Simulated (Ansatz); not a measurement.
# How settings move the results for ZnCu

```
Zn Cu
1.0
     2.94500    0.00000    0.00000
     0.00000    2.94500    0.00000
     0.00000    0.00000    2.94500
Zn Cu
1 1
Direct
  0.50000 0.50000 0.50000
  0.00000 0.00000 0.00000
```

Atom numbers follow the list: Zn1, Cu2.

The cell is COD entry 9008814, as deposited and not checked against the literature; nothing was relaxed.

Theory: DFT, PBE, all-electron LAPW, scalar-relativistic (Ansatz 0.2.0).

Numerical set-up: a Γ-centred 14×14×14 k mesh, Fermi–Dirac smearing of 0.05 eV, basis error target 0.5 meV/atom, no spin polarisation. One setting is then changed at a time.

```tsv
LAPW cutoff (eV)	free energy less the base's (meV/atom)	P (GPa)
318 (base)	0.0	2.24
90	443	9.78
120	120	4.22
320	0.0	2.24
400	-0.1	2.24
```
